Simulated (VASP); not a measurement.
# AlRu: convergence, spin susceptibility from a Zeeman field

AlRu, Pm-3m (no. 221), 2 atoms in the cell. PBEsol, Zeeman field on the spins; PAW potentials Ru_pv, Al (PBE set). VASP 6.6.1.

Wanted: spin response within 6 %; stoner enhancement within 4 %.

POSCAR:
```
AlRu
1.0
    2.9916000000      0.0000000000      0.0000000000
    0.0000000000      2.9916000000      0.0000000000
    0.0000000000      0.0000000000      2.9916000000
Ru Al
1 1
Direct
    0.5000000000      0.5000000000      0.5000000000
    0.0000000000      0.0000000000      0.0000000000
```

The series start from Electronic algorithm: Normal; Cutoff (eV): 430; Field BEXT (eV): 0.01; SCF threshold (eV): 1e-7; Smearing: MP 0.1; k-point spacing (1/Å): 0.13. Each series keeps the choices made before it, and each single choice may use up half of a tolerance. Times cover all steps of a run.

## Electronic algorithm

| Electronic algorithm | Spin response (muB per atom per eV) | Stoner enhancement | Time (s) |
|---|---|---|---|
| Normal | 1.548 | 1.864 | 49 |
| Fast | 1.546 | 1.862 | 45 |

Chosen: Normal; no other choice that stays within half of the tolerance saves 30 % of the time.

## Cutoff (eV)

| Cutoff (eV) | Spin response (muB per atom per eV) | Stoner enhancement | Time (s) |
|---|---|---|---|
| 300 | 1.54 | 1.858 | 38 |
| 360 | 1.547 | 1.864 | 42 |
| 430 | 1.548 | 1.864 | 49 |
| 520 | 1.549 | 1.865 | 50 |
| 600 (reference) | 1.549 | 1.865 | 51 |

Chosen: 300, the loosest value from which every tighter one stays within half of the tolerance.

## Field BEXT (eV)

| Field BEXT (eV) | Spin response (muB per atom per eV) | Stoner enhancement | Time (s) |
|---|---|---|---|
| 0.05 | 1.753 | 2.101 | 40 |
| 0.02 | 1.557 | 1.878 | 37 |
| 0.01 | 1.54 | 1.858 | 38 |
| 0.005 (reference) | 1.538 | 1.855 | 37 |

Chosen: 0.02.

## SCF threshold (eV)

| SCF threshold (eV) | Spin response (muB per atom per eV) | Stoner enhancement | Time (s) |
|---|---|---|---|
| 1e-5 | 1.552 | 1.871 | 32 |
| 1e-6 | 1.558 | 1.878 | 34 |
| 1e-7 | 1.557 | 1.878 | 37 |
| 1e-8 (reference) | 1.558 | 1.879 | 39 |

Chosen: 1e-5.

## Smearing

| Smearing | Spin response (muB per atom per eV) | Stoner enhancement | Time (s) |
|---|---|---|---|
| MP 0.2 | 1.808 | 2.052 | 33 |
| MP 0.1 | 1.552 | 1.871 | 32 |
| Fermi-Dirac 0.026 | 1.56 | 1.859 | 32 |
| tetrahedron (reference) | 1.692 | 2.013 | 35 |

Chosen: tetrahedron; the one before it in the list is off by more than half of the tolerance.

## k-point spacing (1/Å)

| k-point spacing (1/Å) | Spin response (muB per atom per eV) | Stoner enhancement | Time (s) |
|---|---|---|---|
| 0.25 | 2.02 | 2.26 | 12 |
| 0.18 | 1.833 | 2.144 | 21 |
| 0.13 | 1.692 | 2.013 | 35 |
| 0.1 | 1.636 | 2 | 73 |
| 0.08 (reference) | 1.631 | 1.992 | 118 |

Chosen: 0.1.

## All choices together

| Input | Spin response (muB per atom per eV) | Stoner enhancement | Time (s) |
|---|---|---|---|
| mesh and threshold of an ordinary ground state (naive) | 3.192 | 2.588 | 9.0 |
| chosen settings | 1.636 | 2 | 73 |
| reference settings throughout | 1.65 | 2.01 | 203 |

The tolerance is met.

## The input

INCAR.step1:
```
SYSTEM = AlRu
  PREC = Accurate
  ENCUT = 300
  EDIFF = 1E-5
  NELM = 200
  ALGO = Normal
  ISMEAR = -5
  SIGMA = 0.1
  LREAL = .FALSE.
  LASPH = .TRUE.
  LMAXMIX = 4
  LORBIT = 11
  LWAVE = .FALSE.
  LCHARG = .TRUE.
  GGA = PS
  ISPIN = 2
  MAGMOM = 2*0
  NBANDS = 16
```

INCAR.step2, as INCAR.step1 but for:
```
- LCHARG = .TRUE.
+ LCHARG = .FALSE.
+ BEXT = -0.02
+ ICHARG = 11
```

INCAR.step3, as INCAR.step2 but for:
```
- BEXT = -0.02
+ BEXT = 0.02
```

INCAR.step4, as INCAR.step3 but for:
```
- BEXT = 0.02
- ICHARG = 11
+ BEXT = -0.02
+ ICHARG = 1
```

INCAR.step5, as INCAR.step4 but for:
```
- BEXT = -0.02
+ BEXT = 0.02
```

KPOINTS:
```
Automatic mesh
0
Gamma
  22 22 22
  0 0 0
```

Commands (each step's output is kept before the next begins):
```
cat potpaw_PBE.64/Ru_pv/POTCAR potpaw_PBE.64/Al/POTCAR > POTCAR
cp INCAR.step1 INCAR
mpirun -np 4 vasp_std > vasp.out
cp INCAR.step2 INCAR
mpirun -np 4 vasp_std > vasp.out
cp INCAR.step3 INCAR
mpirun -np 4 vasp_std > vasp.out
cp INCAR.step4 INCAR
mpirun -np 4 vasp_std > vasp.out
cp INCAR.step5 INCAR
mpirun -np 4 vasp_std > vasp.out
```

The chosen input took VASP 6.6.1 73 s on 4 cores (Intel Xeon 6975P-C (Granite Rapids)), a shared host.

## An input that fails: field typed in tesla, read as eV

It runs to its end, but against the unchanged starting input it is off by 52 % in the spin response, 28 % in the stoner enhancement.

Changes against the starting input:
```
(step 1)
- NELM = 200
+ NELM = 60
(step 2)
- NELM = 200
- BEXT = -0.01
+ NELM = 60
+ BEXT = -5
(step 3)
- NELM = 200
- BEXT = 0.01
+ NELM = 60
+ BEXT = 5
(step 4)
- NELM = 200
- BEXT = -0.01
+ NELM = 60
+ BEXT = -5
(step 5)
- NELM = 200
- BEXT = 0.01
+ NELM = 60
+ BEXT = 5
```
